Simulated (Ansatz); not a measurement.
# Coordination and 17O quadrupole coupling in BaTiO3 under strain

Cell: a COD entry, relaxed with PBE at fixed cell and then changed (z compressed by 1 %, ions relaxed).

```
CELL_PARAMETERS angstrom
3.98410 0.00000 0.00000
0.00000 2.83705 2.81734
0.00000 -2.83705 2.81734
ATOMIC_POSITIONS crystal
Ba 0.00000 0.00561 0.00561
Ti 0.50000 0.51787 0.51787
O 0.00000 0.49306 0.49306
O 0.50000 0.49347 0.98621
O 0.50000 0.98621 0.49347
```

Atoms are numbered from 1 in the order listed; like atoms form one site, named after its first atom.

Computed with Ansatz: DFT, PBE, plane waves and PAW, scalar-relativistic, 420 eV cutoff, Γ-centred 8×8×8 k-points, Fermi–Dirac smearing 0.02 eV.

Q(17O) = -25.58 mb.

**Question.** Rank these O sites by |C_Q|, smallest first.
A. O4: 2 Ti at 1.88–2.13 Å, angle 174°; also 4 Ba at 2.79–2.86 Å
B. O3: 2 Ti at 2.00 Å, angle 172°; also 4 Ba at 2.75–2.89 Å

**Answer.** A (1.23 MHz, η = 0.05), B (1.72 MHz, η = 0.00).

At O4 and O3 V_zz points along the line of its two bonds (within 1°) in each case.

At this changed cell the PBE pressure is 5 GPa.
